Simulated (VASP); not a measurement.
# Co2PdO4 in VASP: reference runs

Aim: a first look at Co2PdO4 with PBE, on the cell as given.

Everything below comes from runs of VASP 6.6.1. Logs are shortened: lines on timing, memory, paths and dates and some standing lists are left out, and cuts for length are marked.

### Step 1. The cell of the first run

The cell holds a slab with vacuum, 7 atoms: a = 2.845 Å, b = 2.845 Å, c = 22.910 Å, α = 90.00°, β = 90.00°, γ = 120.00°.

### Step 2. Single point, PBE, collinear spin, ferromagnetic start (the (0 0 1) slab of CoPdO2, cut from the database cell, not relaxed)

Input file INCAR:

```
SYSTEM = Co2PdO4
PREC = Accurate ; ENCUT = 520
EDIFF = 1E-7 ; ISMEAR = -1
SIGMA = 0.05 ; LREAL = .FALSE.
LASPH = .TRUE. ; NELM = 120
ALGO = Normal ; ISIF = 2
LWAVE = .FALSE. ; LCHARG = .FALSE.
ISPIN = 2 ; MAGMOM = 0 0 0 0 2 2 0
LORBIT = 11 ; LMAXMIX = 4
LDIPOL = .TRUE. ; IDIPOL = 3
DIPOL = 0.5 0.5 0.500 ; GGA = PE
NBANDS = 39
```

Input file KPOINTS:

```
Automatic mesh
0
G
  11 11 1
  0 0 0
```

Input file POSCAR:

```
Co2PdO4
1.0
    2.8449990154      0.0000000000      0.0000000000
   -1.4224995077      2.4638414211      0.0000000000
    0.0000000000      0.0000000000     22.9095160000
O Co Pd
4 2 1
Direct
    0.0000000000      0.0000000000      0.3273748778
    0.6666666667      0.3333333333      0.4124712194
    0.6666666667      0.3333333333      0.5875287806
    0.3333333333      0.6666666667      0.6726251222
    0.3333333333      0.6666666667      0.3699230486
    0.0000000000      0.0000000000      0.6300769514
    0.6666666667      0.3333333333      0.5000000000
```

Potentials or basis: VASP PAW PBE potentials, release 64 (O, Co, Pd).

Launch:

```sh
$ cat potpaw_PBE.64/O/POTCAR potpaw_PBE.64/Co/POTCAR potpaw_PBE.64/Pd/POTCAR > POTCAR
$ mpirun -np 1 vasp_std > vasp.out
```

OUTCAR:

```text
SYSTEM = Co2PdO4
   PREC = Accurate
   ENCUT = 520
   EDIFF = 1E-7
   ISMEAR = -1
   LREAL = .FALSE.
   LASPH = .TRUE.
   NELM = 120
   ISIF = 2
   ISPIN = 2
   LORBIT = 11
   GGA = PE

 ion  position               nearest neighbor table
   1  0.000  0.000  0.327-   5 1.91   5 1.91   5 1.91
   2  0.667  0.333  0.412-   5 1.91   5 1.91   5 1.91   7 2.01
   3  0.667  0.333  0.588-   6 1.91   6 1.91   6 1.91   7 2.01
   4  0.333  0.667  0.673-   6 1.91   6 1.91   6 1.91
   5  0.333  0.667  0.370-   2 1.91   1 1.91   2 1.91   1 1.91   1 1.91   2 1.91
   6  0.000  0.000  0.630-   3 1.91   4 1.91   3 1.91   4 1.91   3 1.91   4 1.91
   7  0.667  0.333  0.500-   2 2.01   3 2.01

  LATTYP: Found a hexagonal cell.
 ALAT       =     2.8449990154
 C/A-ratio  =     8.0525567411

  Lattice vectors:

 A1 = (   2.8449990154,   0.0000000000,   0.0000000000)
 A2 = (  -1.4224995077,   2.4638414211,   0.0000000000)
 A3 = (   0.0000000000,   0.0000000000,  22.9095160000)

Analysis of symmetry for initial positions (statically):
=====================================================================
 Subroutine PRICEL returns:
 Original cell was already a primitive cell.

 Routine SETGRP: Setting up the symmetry group for a
 hexagonal supercell.

 Subroutine GETGRP returns: Found 12 space group operations
 (whereof  6 operations were pure point group operations)
 out of a pool of 24 trial point group operations.

The static configuration has the point symmetry C_3v.
 The point group associated with its full space group is D_3d.

Analysis of symmetry for dynamics (positions and initial velocities):
=====================================================================
 Subroutine PRICEL returns:
 Original cell was already a primitive cell.

 Routine SETGRP: Setting up the symmetry group for a
 hexagonal supercell.

 Subroutine GETGRP returns: Found 12 space group operations
 (whereof  6 operations were pure point group operations)
 out of a pool of 24 trial point group operations.

The dynamic configuration has the point symmetry C_3v.
 The point group associated with its full space group is D_3d.

Analysis of structural, dynamic, and magnetic symmetry:
=====================================================================
 Subroutine PRICEL returns:
 Original cell was already a primitive cell.

 Routine SETGRP: Setting up the symmetry group for a
 hexagonal supercell.

 Subroutine GETGRP returns: Found 12 space group operations
 (whereof  6 operations were pure point group operations)
 out of a pool of 24 trial point group operations.

The overall configuration has the point symmetry C_3v.
 The point group associated with its full space group is D_3d.

 Subroutine INISYM returns: Found 12 space group operations
 (whereof  6 operations are pure point group operations),
 and found     1 'primitive' translations

----------------------------------------------------------------------------------------

                                     Primitive cell

  volume of cell :     160.5871

  direct lattice vectors                    reciprocal lattice vectors
     2.844999015  0.000000000  0.000000000     0.351493971  0.202935138  0.000000000
    -1.422499508  2.463841421  0.000000000     0.000000000  0.405870277  0.000000000
     0.000000000  0.000000000 22.909516000     0.000000000  0.000000000  0.043649984

  length of vectors
     2.844999015  2.844999015 22.909516000     0.405870277  0.405870277  0.043649984

  position of ions in fractional coordinates (direct lattice)
     0.000000000  0.000000000  0.327374878
     0.666666667  0.333333333  0.412471219
     0.666666667  0.333333333  0.587528781
     0.333333333  0.666666667  0.672625122
     0.333333333  0.666666667  0.369923049
     0.000000000  0.000000000  0.630076951
     0.666666667  0.333333333  0.500000000

  ion indices of the primitive-cell ions
   primitive index   ion index
                 1           1
                 2           2
                 3           3
                 4           4
                 5           5
                 6           6
                 7           7

----------------------------------------------------------------------------------------

 KPOINTS: Automatic mesh

Automatic generation of k-mesh.
 Grid dimensions read from file:
 generate k-points for:   11   11    1

 Generating k-lattice:

  Cartesian coordinates                     Fractional coordinates (reciprocal lattice)
     0.031953997  0.018448649  0.000000000     0.090909091  0.000000000  0.000000000
     0.000000000  0.036897298  0.000000000     0.000000000  0.090909091  0.000000000
     0.000000000  0.000000000  0.043649984     0.000000000  0.000000000  1.000000000

  Length of vectors
     0.036897298  0.036897298  0.043649984

  Shift w.r.t. Gamma in fractional coordinates (k-lattice)
     0.000000000  0.000000000  0.000000000

 Subroutine IBZKPT returns following result:
 ===========================================

 Found     16 irreducible k-points:

 Following reciprocal coordinates:
            Coordinates               Weight
  0.000000  0.000000  0.000000      1.000000
  0.090909  0.000000  0.000000      6.000000
  0.181818 -0.000000  0.000000      6.000000
  0.272727  0.000000  0.000000      6.000000
  0.363636  0.000000  0.000000      6.000000
  0.454545  0.000000  0.000000      6.000000
[... 8 lines left out ...]
  0.272727  0.272727  0.000000      6.000000
  0.363636  0.272727  0.000000      6.000000
   k-points           NKPTS =     16   k-points in BZ     NKDIM =     16   number of bands    NBANDS=     39
   number of dos      NEDOS =    301   number of ions     NIONS =      7
   total plane-waves  NPLWV = 103680
   dimension x,y,z NGX =    24 NGY =   24 NGZ =  180
   dimension x,y,z NGXF=    48 NGYF=   48 NGZF=  360
   ions per type =               4   2   1
   NGX,Y,Z   is equivalent  to a cutoff of  14.02, 14.02, 13.06 a.u.
   NGXF,Y,Z  is equivalent  to a cutoff of  28.05, 28.05, 26.12 a.u.
 SYSTEM =  Co2PdO4
   PREC   = accura    normal or accurate (medium, high low for compatibility)
   ISTART =      0    job   : 0-new  1-cont  2-samecut
   ICHARG =      2    charge: 1-file 2-atom 10-const
   ISPIN  =      2    spin polarized calculation?
   LNONCOLLINEAR =      F non collinear calculations
   LSORBIT =      F    spin-orbit coupling
   LASPH  =      T    aspherical Exc in radial PAW
   ENCUT  =  520.0 eV  38.22 Ry    6.18 a.u.   5.29  5.29 42.60*2*pi/ulx,y,z
   NELM   =    120;   NELMIN=  2; NELMDL= -5     # of ELM steps
   EDIFF  = 0.1E-06   stopping-criterion for ELM
   LREAL  =      F    real-space projection
   EDIFFG = 0.1E-05   stopping-criterion for IOM
   NSW    =      0    number of steps for IOM
   IBRION =     -1    ionic relax: 0-MD 1-quasi-New 2-CG
   NFREE  =      0    steps in history (QN), initial steepest desc. (CG)
   ISIF   =      2    stress and relaxation
   ISYM   =      2    0-nonsym 1-usesym 2-fastsym
   POTIM  = 0.5000    time-step for ionic-motion
   TEBEG  =    0.0;   TEEND  =   0.0 temperature during run
   PSTRESS=    0.0 pullay stress
   NELECT =      52.0000    total number of electrons
   NUPDOWN=      -1.0000    fix difference up-down
   EMIN   =  10.00;   EMAX   =-10.00  energy-range for DOS
   EFERMI =   0.00;   METHOD = LEGACY
   ISMEAR =    -1;   SIGMA  =   0.05  broadening in eV -4-tet -1-fermi 0-gaus
   EFERMI_NEDOS =   21; number of points for ismear=-14 and -15
   IALGO  =     38    algorithm
   IMIX   =      4    mixing-type and parameters
     AMIX     =   0.40;   BMIX     =  1.00
     AMIX_MAG =   1.60;   BMIX_MAG =  1.00
  volume/ion in A,a.u.               =      22.94       154.81
  Fermi-wavevector in a.u.,A,eV,Ry     =   1.124188  2.124408 17.195030  1.263799
  Thomas-Fermi vector in A             =   2.260859
   LORBIT       =     11    0 simple, 1 ext, 2 COOP (PROOUT), +10 PAW based schemes
   GGA     = PE    functional components
   LHFCALC =     F    Hartree Fock is set to
   AEXX    =    0.0000 exact exchange contribution
   IVDW    =     0    specifies the selected vdW correction
   LEPSILON=     F    determine dielectric tensor
   LRPA    =     F    only Hartree local field effects (RPA)
 spin polarized calculation
  energy-cutoff  :      520.00
  volume of cell :      160.59
 maximum number of plane-waves:      4341
 NGX is ok and might be reduce to    24
   NGX = 11   NGY = 11   NGZ = 85

 dipolmoment           0.000000      0.000000      0.000000 electrons x Angstroem

 number of electron      52.0000011 magnetization       0.9840604

 dipolmoment           0.000000      0.000000     -0.000000 electrons x Angstroem

 Free energy of the ion-electron system (eV)
  ---------------------------------------------------
  ext. energy  EPLUGINS =         0.00000000
  ---------------------------------------------------
  free energy    TOTEN  =       -45.11637688 eV

  energy without entropy =      -45.07419637  energy(sigma->0) =      -45.09528662

 E-fermi :  -1.6783     XC(G=0):  -5.7256

 val. band max:       -1.6795417496   @ k =   0.2727   0.1818   0.0000
 cond. band min:      -1.6751326164   @ k =   0.2727   0.0000   0.0000
 fundamental gap:      0.0044091333
 Fermi energy:        -1.6782687416

 spin component 1

 k-point     1 :       0.0000    0.0000    0.0000
  band No.  band energies     occupation
      1     -21.7993      1.00000
      2     -21.6658      1.00000
      3     -19.6138      1.00000
      4     -19.5426      1.00000
      5      -8.9810      1.00000
      6      -8.0101      1.00000
[... 30 lines left out ...]
     37       7.3540      0.00000
     38       7.7394      0.00000
[... 613 lines left out ...]
     37      12.0354      0.00000
     38      12.0413      0.00000
 Fermi energy:        -1.6782687416

 spin component 2

 k-point     1 :       0.0000    0.0000    0.0000
  band No.  band energies     occupation
      1     -21.7491      1.00000
      2     -21.6130      1.00000
      3     -19.5181      1.00000
      4     -19.4486      1.00000
      5      -8.8810      1.00000
      6      -7.8448      1.00000
[... 30 lines left out ...]
     37       7.4161      0.00000
     38       7.8140      0.00000
[... 613 lines left out ...]
     37      12.0927      0.00000
     38      12.1120      0.00000
 [bands above 38 left out]

------------------------ aborting loop because EDIFF is reached ----------------------------------------

 vacuum level on the upper side and lower side of the slab       (xc-potential included)         0.003         0.003

  FORCE on cell =-STRESS in cart. coord.  units (eV):
  Direction    XX          YY          ZZ          XY          YZ          ZX
  --------------------------------------------------------------------------------------
  -------------------------------------------------------------------------------------
  Total       -1.2810166     -1.2810166     -1.9527282      0.0000000     -0.0000000      0.0000000
  in kB      -12.7806971    -12.7806971    -19.4823614      0.0000000     -0.0000000      0.0000000
  external PRESSURE =     -15.0145852 kB  Pullay stress =       0.0000000 kB

 VOLUME and BASIS-vectors are now :
 -----------------------------------------------------------------------------
  energy-cutoff  :      520.00
  volume of cell :      160.59
      direct lattice vectors                 reciprocal lattice vectors
     2.844999015  0.000000000  0.000000000     0.351493971  0.202935138  0.000000000
    -1.422499508  2.463841421  0.000000000     0.000000000  0.405870277  0.000000000
     0.000000000  0.000000000 22.909516000     0.000000000  0.000000000  0.043649984

 POSITION                                       TOTAL-FORCE (eV/Angst)
 -----------------------------------------------------------------------------------
      0.00000      0.00000      7.50000        -0.000000      0.000000      1.226353
      1.42250      0.82128      9.44952        -0.000000      0.000000      0.094427
      1.42250      0.82128     13.46000         0.000000     -0.000000     -0.094427
     -0.00000      1.64256     15.40952         0.000000     -0.000000     -1.226353
     -0.00000      1.64256      8.47476        -0.000000      0.000000     -1.379542
      0.00000      0.00000     14.43476         0.000000     -0.000000      1.379542
      1.42250      0.82128     11.45476         0.000000      0.000000     -0.000000
 -----------------------------------------------------------------------------------
    total drift:                               -0.000000      0.000000     -0.000000

  FREE ENERGIE OF THE ION-ELECTRON SYSTEM (eV)
  ---------------------------------------------------
  free  energy   TOTEN  =       -45.1163768757 eV

  energy  without entropy=      -45.0741963678  energy(sigma->0) =      -45.09528662

 vacuum level on the upper side and lower side of the slab         6.043         6.043

 total charge

# of ion       s       p       d       tot
------------------------------------------
    1        1.588   3.312   0.000   4.900
    2        1.562   3.437   0.000   4.999
    3        1.562   3.437   0.000   4.999
    4        1.588   3.312   0.000   4.900
    5        0.434   0.661   7.240   8.334
    6        0.434   0.661   7.240   8.334
    7        0.468   0.457   8.446   9.371
--------------------------------------------------
tot          7.635  15.275  22.925  45.835

 magnetization (x)

# of ion       s       p       d       tot
------------------------------------------
    1        0.001   0.063   0.000   0.064
    2        0.000   0.021   0.000   0.021
    3        0.000   0.021   0.000   0.021
    4        0.001   0.063   0.000   0.064
    5        0.004   0.007   0.368   0.379
    6        0.004   0.007   0.368   0.379
    7        0.007   0.005   0.010   0.022
--------------------------------------------------
tot          0.016   0.187   0.746   0.949
```

Run time: 13 min. Hardware: 1 thread of Intel Xeon Platinum 8259CL at 2.50GHz (Skylake/Cascade Lake), shared host; peak memory 0.48 GiB.

What came out:

```
Free energy                                           : -45.1164 eV
Largest force                                         : 1.380 eV/Å
Band gap on the k mesh                                : none (metal or under the smearing width)
Net moment                                            : 0.98 μB per cell
Site moments                                          : O +0.06, +0.02; Co +0.38; Pd +0.02 μB
Valence electrons inside the program's atomic spheres : O 4.90, 5.00; Co 8.33; Pd 9.37
```

Forces on the atoms (eV/Å):
```
O    0.000  0.000  1.226
O    0.000  0.000  0.094
O    0.000  0.000 -0.094
O    0.000  0.000 -1.226
Co   0.000  0.000 -1.380
Co   0.000  0.000  1.380
Pd   0.000  0.000  0.000
```

Levels at points of the mesh, in eV from the Fermi level:
Spin up:
```tsv
k point	band 25	band 26	band 27	band 28	band 29	band 30
(0.00, 0.00, 0.00)	-0.67	-0.42	-0.36	2.22	2.22	2.35
```
Spin down:
```csv
k point,band 24,band 25,band 26,band 27,band 28,band 29
"(0.00, 0.00, 0.00)",-0.64,-0.64,0.17,0.24,2.42,2.42
```

Caveat: semilocal functionals often make such compounds metallic where correlation or magnetic order opens a gap, which also shifts bond lengths.
